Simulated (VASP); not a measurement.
# Fe (P6_3/mmc) in VASP: a series of runs

The runs below take Fe through single point, with PBEsol.

Everything below comes from runs of VASP 6.6.1. Logs are shortened: lines on timing, memory, paths and dates and some standing lists are left out, and cuts for length are marked.

## Step 1: The structure

The structure is hexagonal, space group P6_3/mmc (No. 194). Conventional cell: a = 2.429 Å, b = 2.429 Å, c = 3.841 Å, α = 90.00°, β = 90.00°, γ = 120.00°. Fe (site symmetry -6m2) is surrounded by 12 Fe at 2.38 to 2.43 Å.

This isn't the form of Fe at room conditions, which is bcc.

## Step 2: Single point, PBEsol

INCAR reads:

```
  PREC = Accurate
  ENCUT = 520
  EDIFF = 1E-7
  ISMEAR = 0
  SIGMA = 0.15
  LREAL = False
  LASPH = True
  NELM = 100
  ALGO = Fast
  ISIF = 2
  LWAVE = False
  LCHARG = True
  GGA = PS
  LELF = True
  LVHAR = True
  NBANDS = 15
```

KPOINTS reads:

```
Automatic mesh
0
Gamma
  30 30 16
```

POSCAR reads:

```
Fe
1.0
    2.4291775515      0.0000000000      0.0000000000
   -1.2145887758      2.1037294698      0.0000000000
    0.0000000000      0.0000000000      3.8408855688
Fe
2
Direct
    0.3333333333      0.6666666667      0.2500000000
    0.6666666667      0.3333333333      0.7500000000
```

Potentials or basis: VASP PAW PBE potentials, release 64 (Fe).

Started as:

```sh
$ cat potpaw_PBE.64/Fe/POTCAR > POTCAR
$ mpirun -np 1 vasp_std > vasp.out
```

OUTCAR:

```text
PREC = Accurate
   ENCUT = 520
   EDIFF = 1E-7
   ISMEAR = 0
   LREAL = False
   LASPH = True
   NELM = 100
   ISIF = 2
   GGA = PS

 ion  position               nearest neighbor table
   1  0.333  0.667  0.250-   2 2.38   2 2.38   2 2.38   2 2.38   2 2.38   2 2.38
   2  0.667  0.333  0.750-   1 2.38   1 2.38   1 2.38   1 2.38   1 2.38   1 2.38

  LATTYP: Found a hexagonal cell.
 ALAT       =     2.4291775515
 C/A-ratio  =     1.5811464940

  Lattice vectors:

 A1 = (   2.4291775515,   0.0000000000,   0.0000000000)
 A2 = (  -1.2145887758,   2.1037294698,   0.0000000000)
 A3 = (   0.0000000000,   0.0000000000,   3.8408855688)

Analysis of symmetry for initial positions (statically):
=====================================================================
 Subroutine PRICEL returns:
 Original cell was already a primitive cell.

 Routine SETGRP: Setting up the symmetry group for a
 hexagonal supercell.

 Subroutine GETGRP returns: Found 24 space group operations
 (whereof 12 operations were pure point group operations)
 out of a pool of 24 trial point group operations.

The static configuration has the point symmetry D_3d.
 The point group associated with its full space group is D_6h.

Analysis of symmetry for dynamics (positions and initial velocities):
=====================================================================
 Subroutine PRICEL returns:
 Original cell was already a primitive cell.

 Routine SETGRP: Setting up the symmetry group for a
 hexagonal supercell.

 Subroutine GETGRP returns: Found 24 space group operations
 (whereof 12 operations were pure point group operations)
 out of a pool of 24 trial point group operations.

The dynamic configuration has the point symmetry D_3d.
 The point group associated with its full space group is D_6h.

 Subroutine INISYM returns: Found 24 space group operations
 (whereof 12 operations are pure point group operations),
 and found     1 'primitive' translations

----------------------------------------------------------------------------------------

                                     Primitive cell

  volume of cell :      19.6282

  direct lattice vectors                    reciprocal lattice vectors
     2.429177552  0.000000000  0.000000000     0.411661963  0.237673145  0.000000000
    -1.214588776  2.103729470  0.000000000     0.000000000  0.475346291  0.000000000
     0.000000000  0.000000000  3.840885569     0.000000000  0.000000000  0.260356624

  length of vectors
     2.429177552  2.429177551  3.840885569     0.475346291  0.475346291  0.260356624

  position of ions in fractional coordinates (direct lattice)
     0.333333333  0.666666667  0.250000000
     0.666666667  0.333333333  0.750000000

  ion indices of the primitive-cell ions
   primitive index   ion index
                 1           1
                 2           2

----------------------------------------------------------------------------------------

 KPOINTS: Automatic mesh

Automatic generation of k-mesh.
 Grid dimensions read from file:
 generate k-points for:   30   30   16

 Generating k-lattice:

  Cartesian coordinates                     Fractional coordinates (reciprocal lattice)
     0.013722065  0.007922438  0.000000000     0.033333333 -0.000000000  0.000000000
     0.000000000  0.015844876  0.000000000     0.000000000  0.033333333  0.000000000
     0.000000000  0.000000000  0.016272289     0.000000000  0.000000000  0.062500000

  Length of vectors
     0.015844876  0.015844876  0.016272289

  Shift w.r.t. Gamma in fractional coordinates (k-lattice)
     0.000000000  0.000000000  0.000000000

 Subroutine IBZKPT returns following result:
 ===========================================

 Found    819 irreducible k-points:

 Following reciprocal coordinates:
            Coordinates               Weight
  0.000000  0.000000  0.000000      1.000000
  0.033333 -0.000000  0.000000      6.000000
  0.066667 -0.000000  0.000000      6.000000
  0.100000 -0.000000  0.000000      6.000000
  0.133333 -0.000000  0.000000      6.000000
  0.166667  0.000000  0.000000      6.000000
[... 16 lines left out ...]
  0.233333  0.033333  0.000000     12.000000
  0.266667  0.033333  0.000000     12.000000
 [... further k-points ...]
   k-points           NKPTS =    819   k-points in BZ     NKDIM =    819   number of bands    NBANDS=     15
   number of dos      NEDOS =    301   number of ions     NIONS =      2
   total plane-waves  NPLWV =   9720
   dimension x,y,z NGX =    18 NGY =   18 NGZ =   30
   dimension x,y,z NGXF=    36 NGYF=   36 NGZF=   60
   ions per type =               2
   NGX,Y,Z   is equivalent  to a cutoff of  12.32, 12.32, 12.98 a.u.
   NGXF,Y,Z  is equivalent  to a cutoff of  24.64, 24.64, 25.97 a.u.
 SYSTEM =  unknown system
   PREC   = accura    normal or accurate (medium, high low for compatibility)
   ISTART =      0    job   : 0-new  1-cont  2-samecut
   ICHARG =      2    charge: 1-file 2-atom 10-const
   ISPIN  =      1    spin polarized calculation?
   LNONCOLLINEAR =      F non collinear calculations
   LSORBIT =      F    spin-orbit coupling
   LASPH  =      T    aspherical Exc in radial PAW
   ENCUT  =  520.0 eV  38.22 Ry    6.18 a.u.   4.52  4.52  7.14*2*pi/ulx,y,z
   NELM   =    100;   NELMIN=  2; NELMDL= -5     # of ELM steps
   EDIFF  = 0.1E-06   stopping-criterion for ELM
   LREAL  =      F    real-space projection
   EDIFFG = 0.1E-05   stopping-criterion for IOM
   NSW    =      0    number of steps for IOM
   IBRION =     -1    ionic relax: 0-MD 1-quasi-New 2-CG
   NFREE  =      0    steps in history (QN), initial steepest desc. (CG)
   ISIF   =      2    stress and relaxation
   ISYM   =      2    0-nonsym 1-usesym 2-fastsym
   POTIM  = 0.5000    time-step for ionic-motion
   TEBEG  =    0.0;   TEEND  =   0.0 temperature during run
   PSTRESS=    0.0 pullay stress
   NELECT =      16.0000    total number of electrons
   NUPDOWN=      -1.0000    fix difference up-down
   EMIN   =  10.00;   EMAX   =-10.00  energy-range for DOS
   EFERMI =   0.00;   METHOD = LEGACY
   ISMEAR =     0;   SIGMA  =   0.15  broadening in eV -4-tet -1-fermi 0-gaus
   EFERMI_NEDOS =   21; number of points for ismear=-14 and -15
   IALGO  =     68    algorithm
   IMIX   =      4    mixing-type and parameters
     AMIX     =   0.40;   BMIX     =  1.00
     AMIX_MAG =   1.60;   BMIX_MAG =  1.00
  volume/ion in A,a.u.               =       9.81        66.23
  Fermi-wavevector in a.u.,A,eV,Ry     =   1.529283  2.889927 31.820052  2.338708
  Thomas-Fermi vector in A             =   2.636926
   LORBIT       =      0    0 simple, 1 ext, 2 COOP (PROOUT), +10 PAW based schemes
   GGA     = PS    functional components
   LHFCALC =     F    Hartree Fock is set to
   AEXX    =    0.0000 exact exchange contribution
   IVDW    =     0    specifies the selected vdW correction
   LEPSILON=     F    determine dielectric tensor
   LRPA    =     F    only Hartree local field effects (RPA)
 non-spin polarized calculation
 RMM-DIIS sequential band-by-band and
 Gauss-broadening in eV      SIGMA  =   0.15
  energy-cutoff  :      520.00
  volume of cell :       19.63
 maximum number of plane-waves:       548
   NGX =  9   NGY =  9   NGZ = 15

 number of electron      16.0000008 magnetization

 Free energy of the ion-electron system (eV)
  ---------------------------------------------------
  ext. energy  EPLUGINS =         0.00000000
  ---------------------------------------------------
  free energy    TOTEN  =       -17.88477146 eV

  energy without entropy =      -17.85791160  energy(sigma->0) =      -17.87134153

 E-fermi :   7.1750     XC(G=0): -14.1742

 val. band max:        7.1747629012   @ k =   0.2667   0.2000   0.0625
 cond. band min:       7.1758597081   @ k =   0.3000   0.0333   0.1875
 fundamental gap:      0.0010968068
 Fermi energy:         7.1749716677

 k-point     1 :       0.0000    0.0000    0.0000
  band No.  band energies     occupation
      1      -2.0015      2.00000
      2       1.9862      2.00000
      3       5.4221      2.00000
      4       5.4221      2.00000
      5       5.5571      2.00000
      6       5.9181      2.00000
      7       5.9181      2.00000
      8       6.2837      2.00000
      9       6.2837      2.00000
     10       7.6968      0.00000
     11       7.9321      0.00000
     12       7.9321      0.00000
     13      16.3121      0.00000
     14      29.3733      0.00000
     15      33.1521      0.00000

 k-point     2 :       0.0333   -0.0000    0.0000
  band No.  band energies     occupation
      1      -1.9587      2.00000
      2       2.0148      2.00000
      3       5.3351      2.00000
      4       5.4468      2.00000
      5       5.6344      2.00000
      6       5.9047      2.00000
      7       5.9398      2.00000
      8       6.2574      2.00000
      9       6.2662      2.00000
     10       7.2249      0.63785
     11       7.9408      0.00000
     12       8.4537      0.00000
     13      16.3136      0.00000
     14      29.2326      0.00000
     15      32.4550      0.00000

 k-point     3 :       0.0667   -0.0000    0.0000
  band No.  band energies     occupation
      1      -1.8309      2.00000
      2       2.0986      2.00000
      3       5.1907      2.00000
      4       5.5205      2.00000
      5       5.7481      2.00000
      6       5.8704      2.00000
      7       6.0042      2.00000
      8       6.1497      2.00000
      9       6.2155      2.00000
     10       6.7428      1.99995
     11       7.9654      0.00000
     12       9.1138      0.00000
     13      16.3189      0.00000
     14      28.7399      0.00000
     15      31.4121      0.00000
[... 343 lines left out ...]
 k-point    23 :       0.2333    0.0333    0.0000
  band No.  band energies     occupation
      1       0.1869      2.00000
      2       2.9535      2.00000
      3       4.0501      2.00000
      4       4.3437      2.00000
      5       5.5118      2.00000
      6       5.5827      2.00000
      7       6.0013      2.00000
      8       6.6653      2.00000
      9       6.7250      1.99998
     10       7.0424      1.78881
     11       8.1900      0.00000
     12      13.3230      0.00000
     13      16.4627      0.00000
     14      21.6078      0.00000
     15      26.2914      0.00000

 k-point    24 :       0.2667    0.0333    0.0000
  band No.  band energies     occupation
      1       0.6865      2.00000
      2       2.9680      2.00000
      3       3.7404      2.00000
      4       4.3193      2.00000
      5       5.4726      2.00000
      6       5.5410      2.00000
      7       5.9080      2.00000
      8       6.9438      1.97070
      9       6.9909      1.91727
     10       7.3104      0.20164
     11       8.2227      0.00000
     12      14.1479      0.00000
     13      16.4474      0.00000
     14      20.3652      0.00000
     15      25.5586      0.00000

 [... further k-points ...]

------------------------ aborting loop because EDIFF is reached ----------------------------------------

  FORCE on cell =-STRESS in cart. coord.  units (eV):
  Direction    XX          YY          ZZ          XY          YZ          ZX
  --------------------------------------------------------------------------------------
  -------------------------------------------------------------------------------------
  Total       -0.0491452     -0.0491452     -0.0657201      0.0000000      0.0000000      0.0000000
  in kB       -4.0115441     -4.0115441     -5.3644864      0.0000000      0.0000000      0.0000000
  external PRESSURE =      -4.4625249 kB  Pullay stress =       0.0000000 kB

 VOLUME and BASIS-vectors are now :
 -----------------------------------------------------------------------------
  energy-cutoff  :      520.00
  volume of cell :       19.63
      direct lattice vectors                 reciprocal lattice vectors
     2.429177552  0.000000000  0.000000000     0.411661963  0.237673145  0.000000000
    -1.214588776  2.103729470  0.000000000     0.000000000  0.475346291  0.000000000
     0.000000000  0.000000000  3.840885569     0.000000000  0.000000000  0.260356624

 POSITION                                       TOTAL-FORCE (eV/Angst)
 -----------------------------------------------------------------------------------
     -0.00000      1.40249      0.96022        -0.000000      0.000000      0.000000
      1.21459      0.70124      2.88066         0.000000     -0.000000      0.000000
 -----------------------------------------------------------------------------------
    total drift:                                0.000000     -0.000000     -0.000000

  FREE ENERGIE OF THE ION-ELECTRON SYSTEM (eV)
  ---------------------------------------------------
  free  energy   TOTEN  =       -17.8847714599 eV

  energy  without entropy=      -17.8579115985  energy(sigma->0) =      -17.87134153
```

Run time: 2 min. Hardware: 1 thread of Intel Xeon 6975P-C (Granite Rapids), shared host; peak memory 0.3 GiB.

What came out:

```yaml
Free_energy: -17.8848 eV
Pressure: -0.4 GPa
Band_gap_on_the_k_mesh: none (metal or under the smearing width)
```

Levels at points of the mesh, in eV from the Fermi level:
| k point | band 5 | band 6 | band 7 | band 8 | band 9 | band 10 | band 11 | band 12 |
| --- | --- | --- | --- | --- | --- | --- | --- | --- |
| (0.00, 0.00, 0.00) | -1.62 | -1.26 | -1.26 | -0.89 | -0.89 | 0.52 | 0.76 | 0.76 |
| (0.50, 0.00, 0.00) | -2.07 | -1.61 | -1.13 | 0.87 | 1.11 | 1.15 | 2.80 | 5.03 |
| (0.00, 0.00, 0.50) | -1.88 | -1.88 | -1.88 | -1.88 | 0.34 | 0.34 | 0.34 | 0.34 |
| (0.50, 0.00, 0.50) | -0.68 | -0.68 | 0.11 | 0.11 | 1.02 | 1.02 | 2.57 | 2.57 |

Caveat: the PAW data sets were made with another functional, which shifts forces and pressure a little; the run has no spin polarisation, though such a crystal can be magnetic. Spin polarisation is off, so any magnetic state and its effect on volume and gap are missing.

## Step 3: Single point, PBEsol

INCAR reads:

```
ALGO     = Fast           # electronic algorithm
EDIFF    = 1E-6           # SCF threshold, eV
ENCUT    = 520            # plane-wave cutoff, eV
GGA      = PS             # functional
ISIF     = 2              # what is computed and relaxed
ISMEAR   = 0              # smearing method
LASPH    = T              # aspherical terms in the spheres
LCHARG   = F              # write CHGCAR
LREAL    = F              # projectors in reciprocal space
LWAVE    = F              # write WAVECAR
NBANDS   = 15             # bands
NELM     = 100            # most SCF steps
PREC     = Accurate       # precision mode
SIGMA    = 0.1            # smearing width, eV
```

KPOINTS reads:

```
k-points
0
Gamma
  21 21 12
```

POSCAR is that of step 2.

Potentials or basis: VASP PAW PBE potentials, release 64 (Fe).

Started as:

```sh
$ cat potpaw_PBE.64/Fe/POTCAR > POTCAR
$ mpirun -np 1 vasp_std > vasp.out
```

OUTCAR:

```text
EDIFF = 1E-6
   ENCUT = 520
   GGA = PS
   ISIF = 2
   ISMEAR = 0
   LASPH = T
   LREAL = F
   NELM = 100
   PREC = Accurate

 ion  position               nearest neighbor table
   1  0.333  0.667  0.250-   2 2.38   2 2.38   2 2.38   2 2.38   2 2.38   2 2.38
   2  0.667  0.333  0.750-   1 2.38   1 2.38   1 2.38   1 2.38   1 2.38   1 2.38

  LATTYP: Found a hexagonal cell.
 ALAT       =     2.4291775515
 C/A-ratio  =     1.5811464940

  Lattice vectors:

[... 622 lines left out ...]
 [... further k-points ...]

------------------------ aborting loop because EDIFF is reached ----------------------------------------

  FORCE on cell =-STRESS in cart. coord.  units (eV):
  Direction    XX          YY          ZZ          XY          YZ          ZX
  --------------------------------------------------------------------------------------
  -------------------------------------------------------------------------------------
  Total       -0.0276355     -0.0276355     -0.0492721      0.0000000      0.0000000      0.0000000
  in kB       -2.2557862     -2.2557862     -4.0218957      0.0000000      0.0000000      0.0000000
  external PRESSURE =      -2.8444894 kB  Pullay stress =       0.0000000 kB

 VOLUME and BASIS-vectors are now :
 -----------------------------------------------------------------------------
  energy-cutoff  :      520.00
  volume of cell :       19.63
      direct lattice vectors                 reciprocal lattice vectors
     2.429177552  0.000000000  0.000000000     0.411661963  0.237673145  0.000000000
    -1.214588776  2.103729470  0.000000000     0.000000000  0.475346291  0.000000000
     0.000000000  0.000000000  3.840885569     0.000000000  0.000000000  0.260356624

 POSITION                                       TOTAL-FORCE (eV/Angst)
 -----------------------------------------------------------------------------------
     -0.00000      1.40249      0.96022        -0.000000      0.000000      0.000000
      1.21459      0.70124      2.88066         0.000000     -0.000000      0.000000
 -----------------------------------------------------------------------------------
    total drift:                                0.000000     -0.000000     -0.000000

  FREE ENERGIE OF THE ION-ELECTRON SYSTEM (eV)
  ---------------------------------------------------
  free  energy   TOTEN  =       -17.8761673734 eV

  energy  without entropy=      -17.8629382671  energy(sigma->0) =      -17.86955282
```

OSZICAR:

```text
N       E                     dE             d eps       ncg     rms          rms(c)
DAV:   1     0.755424615780E+02    0.75542E+02   -0.71832E+03 10256   0.144E+03
DAV:   2    -0.193551452250E+02   -0.94898E+02   -0.84996E+02 10080   0.246E+02
DAV:   3    -0.213607200108E+02   -0.20056E+01   -0.19306E+01 12145   0.517E+01
DAV:   4    -0.213729085873E+02   -0.12189E-01   -0.12186E-01 11984   0.345E+00
DAV:   5    -0.213730623038E+02   -0.15372E-03   -0.15372E-03 12327   0.384E-01    0.191E+01
RMM:   6    -0.180371154886E+02    0.33359E+01   -0.12685E+01 11066   0.531E+01    0.265E+00
RMM:   7    -0.179148371945E+02    0.12228E+00   -0.99998E-01 11176   0.168E+01    0.155E+00
RMM:   8    -0.178909782105E+02    0.23859E-01   -0.13249E-01 11629   0.259E+00    0.422E-01
RMM:   9    -0.178780605096E+02    0.12918E-01   -0.27639E-02 11208   0.282E+00    0.423E-01
RMM:  10    -0.178761978335E+02    0.18627E-02   -0.88724E-03 11619   0.821E-01    0.123E-01
RMM:  11    -0.178761367950E+02    0.61038E-04   -0.16086E-03 11543   0.621E-01    0.188E-02
RMM:  12    -0.178761710888E+02   -0.34294E-04   -0.34994E-04 11475   0.143E-01    0.263E-02
RMM:  13    -0.178761656344E+02    0.54544E-05   -0.63404E-05 11327   0.127E-01    0.587E-03
RMM:  14    -0.178761665520E+02   -0.91766E-06   -0.10972E-05  9882   0.315E-02    0.240E-03
RMM:  15    -0.178761673734E+02   -0.82136E-06   -0.15306E-06  6509   0.117E-02
   1 F= -.17876167E+02 E0= -.17869553E+02  d E =-.132291E-01
```

Run time: 57 s. Hardware: 1 thread of Intel Xeon 6975P-C (Granite Rapids), shared host; peak memory 0.19 GiB.

What came out:

```
Free energy            : -17.8762 eV
Pressure               : -0.3 GPa
Band gap on the k mesh : none (metal or under the smearing width)
```

Levels at points of the mesh, in eV from the Fermi level:
```
           k point  band 6  band 7  band 8  band 9  band 10  band 11
(0.00, 0.00, 0.00)   -1.25   -1.25   -0.89   -0.89     0.53     0.76
(0.00, 0.00, 0.50)   -1.87   -1.87   -1.87    0.35     0.35     0.35
```

Caveat: the PAW data sets were made with another functional, which shifts forces and pressure a little; the run has no spin polarisation, though such a crystal can be magnetic. Spin polarisation is off, so any magnetic state and its effect on volume and gap are missing.
